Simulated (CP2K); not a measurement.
# AlN (F-43m) in CP2K: notebook

One crystal, AlN, is run at these levels: PBEsol; tasks: single point, equation of state.

All numbers are computed with CP2K 2026.2; they aren't measurements. Logs are shortened: lines on timing, memory, paths and dates and some standing lists are left out, and cuts for length are marked.

### Step 1. The structure

It takes space group F-43m (No. 216, cubic). The conventional cell has a = 4.368 Å, b = 4.368 Å, c = 4.368 Å, α = 90.00°, β = 90.00°, γ = 90.00°. Al (site symmetry -43m) is surrounded by 4 N at 1.89 Å. N (site symmetry -43m) is surrounded by 4 Al at 1.89 Å.

Measurements of this composition are mostly on another form, of space group No. 186.

### Step 2. Single point, PBEsol, 10.42 Å³/atom

Input file aln_eos.inp:

```
&GLOBAL
  PROJECT aln_eos
  RUN_TYPE ENERGY_FORCE
  PRINT_LEVEL LOW
&END GLOBAL
&FORCE_EVAL
  METHOD QS
  STRESS_TENSOR ANALYTICAL
  &DFT
    BASIS_SET_FILE_NAME BASIS_MOLOPT_UZH
    POTENTIAL_FILE_NAME POTENTIAL_UZH
    &MGRID
      CUTOFF 450
      REL_CUTOFF 60
      NGRIDS 4
    &END MGRID
    &QS
      METHOD GPW
      EPS_DEFAULT 1.0E-10
    &END QS
    &KPOINTS
      SCHEME MONKHORST-PACK 10 10 10
      GAMMA_CENTERED T
      SYMMETRY T
      SYMMETRY_BACKEND SPGLIB
    &END KPOINTS
    &SCF
      SCF_GUESS ATOMIC
      EPS_SCF 1.0E-6
      MAX_SCF 100
      ADDED_MOS 10
      CHOLESKY OFF
      EPS_EIGVAL 1.0E-7
      &DIAGONALIZATION ON
        ALGORITHM STANDARD
      &END DIAGONALIZATION
      &MIXING ON
        METHOD BROYDEN_MIXING
        ALPHA 0.4
        BETA 1.5
        NBUFFER 8
      &END MIXING
      &SMEAR ON
        METHOD FERMI_DIRAC
        ELECTRONIC_TEMPERATURE [K] 580.226
      &END SMEAR
    &END SCF
    &XC
      &XC_FUNCTIONAL
        &GGA_X_PBE_SOL
        &END GGA_X_PBE_SOL
        &GGA_C_PBE_SOL
        &END GGA_C_PBE_SOL
      &END XC_FUNCTIONAL
    &END XC
    &PRINT
      &KPOINTS ON
      &END KPOINTS
      &MULLIKEN ON
      &END MULLIKEN
      &MO ON
        ENERGIES T
        OCCUPATION_NUMBERS T
        &EACH
          QS_SCF 0
        &END EACH
        ADD_LAST NUMERIC
      &END MO
    &END PRINT
  &END DFT
  &SUBSYS
    &CELL
      A 3.0886333121 0.0000000000 0.0000000000
      B 1.5443166561 2.6748349113 0.0000000000
      C 1.5443166561 0.8916116371 2.5218585391
      PERIODIC XYZ
    &END CELL
    &COORD
      SCALED
      Al  0.0000000000 0.0000000000 0.0000000000
      N   0.2500000000 0.2500000000 0.2500000000
    &END COORD
    &KIND Al
      BASIS_SET TZVP-MOLOPT-PBE-GTH-q3
      POTENTIAL GTH-PBE-q3
    &END KIND
    &KIND N
      BASIS_SET TZVP-MOLOPT-PBE-GTH-q5
      POTENTIAL GTH-PBE-q5
    &END KIND
    &PRINT
      &ATOMIC_COORDINATES ON
      &END ATOMIC_COORDINATES
      &CELL ON
      &END CELL
    &END PRINT
  &END SUBSYS
  &PRINT
    &FORCES ON
    &END FORCES
    &STRESS_TENSOR ON
    &END STRESS_TENSOR
  &END PRINT
&END FORCE_EVAL
```

Potentials or basis: POTENTIAL_UZH Al GTH-PBE-q3, N GTH-PBE-q5; TZVP-MOLOPT-PBE-GTH basis.

Run with:

```sh
OMP_NUM_THREADS=2 cp2k.psmp -i aln_eos.inp -o aln_eos.out
```

aln_eos.out:

```text

 CP2K| version string:                                       CP2K version 2026.2
 CP2K| Input file name                                               aln_eos.inp

 GLOBAL| Force Environment number                                              1
 GLOBAL| Basis set file name                                    BASIS_MOLOPT_UZH
 GLOBAL| Potential file name                                       POTENTIAL_UZH
 GLOBAL| MM Potential file name                                     MM_POTENTIAL
 GLOBAL| Coordinate file name                                      __STD_INPUT__
 GLOBAL| Method name                                                        CP2K
 GLOBAL| Project name                                                    aln_eos
 GLOBAL| Run type                                                   ENERGY_FORCE
 GLOBAL| FFT library                                                       FFTW3
 GLOBAL| Diagonalization library                                       ScaLAPACK
 GLOBAL| Cholesky decomposition library                                ScaLAPACK
 GLOBAL| DGEMM library                                                      BLAS
 GLOBAL| Direct generalized diagonalization requested                          F
 GLOBAL| Matrix multiplication library                                 ScaLAPACK
 GLOBAL| Global print level                                                  LOW
 GLOBAL| Total number of message passing processes                             1
 GLOBAL| Number of threads for this process                                    2
 GLOBAL| CPU model name                                                  UNKNOWN

 CELL| Volume [angstrom^3]:                                            20.834547
 CELL| Vector a [angstrom]:       3.089     0.000     0.000   |a| =     3.088633
 CELL| Vector b [angstrom]:       1.544     2.675     0.000   |b| =     3.088633
 CELL| Vector c [angstrom]:       1.544     0.892     2.522   |c| =     3.088633
 CELL| Angle (b,c), alpha [degree]:                                    60.000000
 CELL| Angle (a,c), beta  [degree]:                                    60.000000
 CELL| Angle (a,b), gamma [degree]:                                    60.000000
 CELL| Numerically orthorhombic:                                              NO
 CELL| Periodicity                                                           XYZ

 CELL_REF| Volume [angstrom^3]:                                        20.834547
 CELL_REF| Vector a [angstrom     3.089     0.000     0.000   |a| =     3.088633
 CELL_REF| Vector b [angstrom     1.544     2.675     0.000   |b| =     3.088633
 CELL_REF| Vector c [angstrom     1.544     0.892     2.522   |c| =     3.088633
 CELL_REF| Angle (b,c), alpha [degree]:                                60.000000
 CELL_REF| Angle (a,c), beta  [degree]:                                60.000000
 CELL_REF| Angle (a,b), gamma [degree]:                                60.000000
 CELL_REF| Numerically orthorhombic:                                          NO
 CELL_REF| Periodicity                                                       XYZ

 GENERATE|  Preliminary Number of Bonds generated:                             0
 GENERATE|  Achieved consistency in connectivity generation.

 *******************************************************************************
 *******************************************************************************
 **            Copyright (C) by CP2K developers group (2000-2026)             **
 *******************************************************************************

 TOTAL NUMBERS AND MAXIMUM NUMBERS

  Total number of            - Atomic kinds:                                   2
                             - Atoms:                                          2
                             - Shell sets:                                     2
                             - Shells:                                        14
                             - Primitive Cartesian functions:                  9
                             - Cartesian basis functions:                     36
                             - Spherical basis functions:                     34

  Maximum angular momentum of- Orbital basis functions:                        2
                             - Local part of the GTH pseudopotential:          2
                             - Non-local part of the GTH pseudopotential:      2

 MODULE QUICKSTEP: ATOMIC COORDINATES IN ANGSTROM

   Atom Kind Element         X             Y             Z       Z(eff)     Mass
      1    1 Al   13      0.000000      0.000000      0.000000   3.0000  26.9815
      2    2 N     7      1.544317      0.891612      0.630465   5.0000  14.0067

 SCF PARAMETERS         Density guess:                                    ATOMIC
                        --------------------------------------------------------
                        max_scf:                                             100
[... 40 lines left out ...]
     7 Broy./Diag. 0.40E+00    3.2     0.00070097       -12.0937360302 -2.43E-03
     8 Broy./Diag. 0.40E+00    3.2     0.00033697       -12.0916703419  2.07E-03
     9 Broy./Diag. 0.40E+00    3.0     0.00005864       -12.0926932870 -1.02E-03
    10 Broy./Diag. 0.40E+00    3.2     0.00003351       -12.0927313179 -3.80E-05
    11 Broy./Diag. 0.40E+00    3.2     0.00000356       -12.0926576899  7.36E-05
    12 Broy./Diag. 0.40E+00    3.1     0.00000249       -12.0926711761 -1.35E-05
    13 Broy./Diag. 0.40E+00    3.2     0.00000094       -12.0926589454  1.22E-05

  *** SCF run converged in    13 steps ***

  Electronic density on regular grids:         -7.9999999996        0.0000000004
  Core density on regular grids:                7.9999999990       -0.0000000010
  Total charge density on r-space grids:       -0.0000000007
  Total charge density g-space grids:          -0.0000000007

  Overlap energy of the core charge distribution:               0.00000000030937
  Self energy of the core charge distribution:                -30.48928552163751
  Core Hamiltonian energy:                                      8.62502397784322
  Hartree energy:                                              13.18494476691484
  Exchange-correlation energy:                                 -3.41334216879061
  Electronic entropic energy:                                  -0.00000000000004
  Fermi energy:                                                 0.28556427284947

  Total energy:                                               -12.09265894536072
  Total energy (extrapolated to T->0):                        -12.09265894536070

 MO| EIGENVALUES AND OCCUPATION NUMBERS FOR K POINT 1
 MO|
 MO|  Index      Eigenvalue [a.u.]        Eigenvalue [eV]             Occupation
 MO|      1              -0.275204              -7.488670               2.000000
 MO|      2               0.011032               0.300187               2.000000
 MO|      3               0.194797               5.300685               2.000000
 MO|      4               0.194797               5.300686               2.000000
 MO|      5               0.474456              12.910608               0.000000
 MO|      6               0.581702              15.828917               0.000000
 MO|      7               0.630733              17.163126               0.000000
 MO|      8               0.630734              17.163157               0.000000
 MO|      9               0.903332              24.580926               0.000000
 MO|     10               0.935151              25.446754               0.000000
 MO|     11               0.935152              25.446770               0.000000
 MO|     12               1.166624              31.745454               0.000000
 MO|     13               1.166625              31.745493               0.000000
[... 263 lines left out ...]
 MO|      4               0.143027               3.891973               2.000000
 MO|      5               0.378271              10.293285               0.000000
 MO|      6               0.557800              15.178521               0.000000
 MO|      7               0.674222              18.346508               0.000000
 MO|      8               0.746146              20.303671               0.000000
 MO|      9               0.786792              21.409687               0.000000
 MO|     10               1.030533              28.042217               0.000000
 MO|     11               1.113538              30.300906               0.000000
 MO|     12               1.205441              32.801729               0.000000
 MO|     13               1.212115              32.983329               0.000000
 MO|     14               1.377483              37.483226               0.000000
 MO| Sum:                                                               8.000000
 MO| E(Fermi):            0.285564 a.u.          7.770599 eV
 MO| Band gap:            0.235244 a.u.          6.401312 eV

 [... the levels of further k-points ...]

 !-----------------------------------------------------------------------------!
                     Mulliken Population Analysis

 #  Atom  Element  Kind  Atomic population                           Net charge
       1     Al       1          1.633783                              1.366217
       2     N        2          6.366217                             -1.366217
 # Total charge                              8.000000                 -0.000000

 !-----------------------------------------------------------------------------!

 ENERGY| Total FORCE_EVAL ( QS ) energy [hartree]            -12.092656899610835

 FORCES| Atomic forces [hartree/bohr]
 FORCES|   Atom     x               y               z               |f|
 FORCES|      1 -7.70559470E-07  1.79256652E-06  5.74892902E-07   2.03409894E-06
 FORCES|      2 -5.73014012E-05  1.34931036E-04  4.09573183E-05   1.52208203E-04
 FORCES| Sum    -5.80719607E-05  1.36723603E-04  4.15322112E-05
 FORCES| Total atomic force                                       1.54242085E-04

 STRESS| Analytical stress tensor [bar]
 STRESS|                        x                   y                   z
 STRESS|      x        3.44188628108E+04   6.09184281103E+00   4.34157897759E+00
 STRESS|      y        6.09184281103E+00   3.44212912600E+04  -1.13889751754E+00
 STRESS|      z        4.34157897759E+00  -1.13889751754E+00   3.44186744738E+04
 STRESS| 1/3 Trace                                             3.44196095149E+04
 STRESS| Determinant                                           4.07772369938E+13

 STRESS| Eigenvectors and eigenvalues of the analytical stress tensor [bar]
 STRESS|                        1                   2                   3
 STRESS| Eigenvalues   3.44114755628E+04   3.44205514102E+04   3.44268015717E+04
 STRESS|      x           0.706175797752      0.217591863992      0.673772605108
 STRESS|      y          -0.496802811001     -0.525754058358      0.690485073772
 STRESS|      z          -0.504482615807      0.822335972000      0.263174541900
```

Run time: 49 s. Hardware: 2 threads of Arm Neoverse V1, shared host; peak memory 0.25 GiB.

What came out:

```
Free energy            : -329.0579 eV
Pressure               : 3.4 GPa
Band gap on the k mesh : 3.17 eV, indirect (least direct gap 4.11 eV)
Mulliken charges       : Al +1.37; N -1.37 e
```

Caveat: Mulliken charges move with the basis; the potentials were made for another functional, which shifts forces and pressure; the basis of atomic orbitals isn't converged, which shifts pressures, moduli and gaps.

### Step 3. Single point, PBEsol, 10.21 Å³/atom (volume scaled by 0.98)

Edit aln_eos.inp of step 2 so:

```diff
@@ -11,2 +11,3 @@
     POTENTIAL_FILE_NAME POTENTIAL_UZH
+    WFN_RESTART_FILE_NAME previous-RESTART.kp
     &MGRID
@@ -27,3 +28,3 @@
     &SCF
-      SCF_GUESS ATOMIC
+      SCF_GUESS RESTART
       EPS_SCF 1.0E-6
@@ -72,5 +73,5 @@
     &CELL
-      A 3.0886333121 0.0000000000 0.0000000000
-      B 1.5443166561 2.6748349113 0.0000000000
-      C 1.5443166561 0.8916116371 2.5218585391
+      A 3.0679036049 0.0000000000 0.0000000000
+      B 1.5339518025 2.6568824582 0.0000000000
+      C 1.5339518025 0.8856274861 2.5049328040
       PERIODIC XYZ
```

Potentials or basis: POTENTIAL_UZH Al GTH-PBE-q3, N GTH-PBE-q5; TZVP-MOLOPT-PBE-GTH basis.

Run with:

```sh
OMP_NUM_THREADS=2 cp2k.psmp -i aln_eos.inp -o aln_eos.out
```

Run time: 36 s. Hardware: 2 threads of Arm Neoverse V1, shared host; peak memory 0.25 GiB.

Results (log left out):

```
Free energy            : -329.0435 eV
Pressure               : 7.8 GPa
Band gap on the k mesh : 3.18 eV, indirect (least direct gap 4.29 eV)
Mulliken charges       : Al +1.37; N -1.37 e
```

Caveat: Mulliken charges move with the basis; the potentials were made for another functional, which shifts forces and pressure; the basis of atomic orbitals isn't converged, which shifts pressures, moduli and gaps.

### Step 4. Single point, PBEsol, 10.63 Å³/atom (volume scaled by 1.02)

Edit aln_eos.inp of step 3 so:

```diff
@@ -73,5 +73,5 @@
     &CELL
-      A 3.0679036049 0.0000000000 0.0000000000
-      B 1.5339518025 2.6568824582 0.0000000000
-      C 1.5339518025 0.8856274861 2.5049328040
+      A 3.1090884335 0.0000000000 0.0000000000
+      B 1.5545442168 2.6925495660 0.0000000000
+      C 1.5545442168 0.8975165220 2.5385600758
       PERIODIC XYZ
```

Run with:

```sh
OMP_NUM_THREADS=2 cp2k.psmp -i aln_eos.inp -o aln_eos.out
```

Run time: 32 s. Hardware: 2 threads of Arm Neoverse V1, shared host; peak memory 0.24 GiB.

It converged, with:

```yaml
Free_energy: -329.0617 eV
Pressure: -0.5 GPa
Band_gap_on_the_k_mesh: 3.16 eV, indirect (least direct gap 3.94 eV)
Mulliken_charges: Al +1.37; N -1.37 e
```

Caveat: Mulliken charges move with the basis; the potentials were made for another functional, which shifts forces and pressure; the basis of atomic orbitals isn't converged, which shifts pressures, moduli and gaps.

### Step 5. Single point, PBEsol, 10.00 Å³/atom (volume scaled by 0.96)

Edit aln_eos.inp of step 4 so:

```diff
@@ -73,5 +73,5 @@
     &CELL
-      A 3.1090884335 0.0000000000 0.0000000000
-      B 1.5545442168 2.6925495660 0.0000000000
-      C 1.5545442168 0.8975165220 2.5385600758
+      A 3.0468899070 0.0000000000 0.0000000000
+      B 1.5234449535 2.6386840620 0.0000000000
+      C 1.5234449535 0.8795613540 2.4877751916
       PERIODIC XYZ
```

Run with:

```sh
OMP_NUM_THREADS=2 cp2k.psmp -i aln_eos.inp -o aln_eos.out
```

Wall time 36 s (2 threads of Arm Neoverse V1, shared host); peak memory 0.25 GiB.

Results (log left out):

* Free energy: -329.0172 eV
* Pressure: 12.5 GPa
* Band gap on the k mesh: 3.18 eV, indirect (least direct gap 4.47 eV)
* Mulliken charges: Al +1.37; N -1.37 e

Caveat: Mulliken charges move with the basis; the potentials were made for another functional, which shifts forces and pressure; the basis of atomic orbitals isn't converged, which shifts pressures, moduli and gaps.

### Step 6. Single point, PBEsol, 10.83 Å³/atom (volume scaled by 1.04)

Edit aln_eos.inp of step 5 so:

```diff
@@ -73,5 +73,5 @@
     &CELL
-      A 3.0468899070 0.0000000000 0.0000000000
-      B 1.5234449535 2.6386840620 0.0000000000
-      C 1.5234449535 0.8795613540 2.4877751916
+      A 3.1292778851 0.0000000000 0.0000000000
+      B 1.5646389426 2.7100341441 0.0000000000
+      C 1.5646389426 0.9033447147 2.5550446940
       PERIODIC XYZ
```

Potentials or basis: POTENTIAL_UZH Al GTH-PBE-q3, N GTH-PBE-q5; TZVP-MOLOPT-PBE-GTH basis.

Run with:

```sh
OMP_NUM_THREADS=2 cp2k.psmp -i aln_eos.inp -o aln_eos.out
```

Wall time 36 s (2 threads of Arm Neoverse V1, shared host); peak memory 0.24 GiB.

The run converged. Its results:

- Free energy: -329.0558 eV
- Pressure: -4.0 GPa
- Band gap on the k mesh: 3.15 eV, indirect (least direct gap 3.77 eV)
- Mulliken charges: Al +1.37; N -1.37 e

Caveat: Mulliken charges move with the basis; the potentials were made for another functional, which shifts forces and pressure; the basis of atomic orbitals isn't converged, which shifts pressures, moduli and gaps.

### Step 7. Single point, PBEsol, 9.79 Å³/atom (volume scaled by 0.94)

Edit aln_eos.inp of step 6 so:

```diff
@@ -73,5 +73,5 @@
     &CELL
-      A 3.1292778851 0.0000000000 0.0000000000
-      B 1.5646389426 2.7100341441 0.0000000000
-      C 1.5646389426 0.9033447147 2.5550446940
+      A 3.0255822874 0.0000000000 0.0000000000
+      B 1.5127911438 2.6202311222 0.0000000000
+      C 1.5127911438 0.8734103741 2.4703775930
       PERIODIC XYZ
```

Run with:

```sh
OMP_NUM_THREADS=2 cp2k.psmp -i aln_eos.inp -o aln_eos.out
```

Wall time 41 s (2 threads of Arm Neoverse V1, shared host); peak memory 0.25 GiB.

Results (log left out):

```
Free energy            : -328.9781 eV
Pressure               : 17.7 GPa
Band gap on the k mesh : 3.19 eV, indirect (least direct gap 4.67 eV)
Mulliken charges       : Al +1.36; N -1.36 e
```

Caveat: Mulliken charges move with the basis; the potentials were made for another functional, which shifts forces and pressure; the basis of atomic orbitals isn't converged, which shifts pressures, moduli and gaps.

### Step 8. Single point, PBEsol, 11.04 Å³/atom (volume scaled by 1.06)

Edit aln_eos.inp of step 7 so:

```diff
@@ -73,5 +73,5 @@
     &CELL
-      A 3.0255822874 0.0000000000 0.0000000000
-      B 1.5127911438 2.6202311222 0.0000000000
-      C 1.5127911438 0.8734103741 2.4703775930
+      A 3.1492101288 0.0000000000 0.0000000000
+      B 1.5746050644 2.7272959734 0.0000000000
+      C 1.5746050644 0.9090986578 2.5713193028
       PERIODIC XYZ
```

Run with:

```sh
OMP_NUM_THREADS=2 cp2k.psmp -i aln_eos.inp -o aln_eos.out
```

It took 36 s on 2 threads of Arm Neoverse V1, shared host; peak memory 0.26 GiB.

Results (log left out):

| Property | Result |
| --- | --- |
| Free energy | -329.0405 eV |
| Pressure | -7.3 GPa |
| Band gap on the k mesh | 3.14 eV, indirect (least direct gap 3.61 eV) |
| Mulliken charges | Al +1.36; N -1.36 e |

Caveat: Mulliken charges move with the basis; the potentials were made for another functional, which shifts forces and pressure; the basis of atomic orbitals isn't converged, which shifts pressures, moduli and gaps.

### Step 9. Equation of state, PBEsol

Potentials or basis: POTENTIAL_UZH Al GTH-PBE-q3, N GTH-PBE-q5; TZVP-MOLOPT-PBE-GTH basis.

This step only gathers the single runs of the series.

Results:

```yaml
Equilibrium_volume: 10.60 Å³/atom
Bulk_modulus: 195 GPa
Pressure_derivative_of_the_bulk_modulus: "3.4 (rough: it moves with the points fitted)"
```

Energy against volume, from the lowest point:
```tsv
volume (Å³/atom)	energy (meV/atom)
9.792	41.82
10.001	22.24
10.209	9.12
10.417	1.89
10.626	0.00
10.834	2.97
11.042	10.60
```

Caveat: the potentials were made for another functional, which shifts forces and pressure; the basis of atomic orbitals isn't converged, which shifts pressures, moduli and gaps.
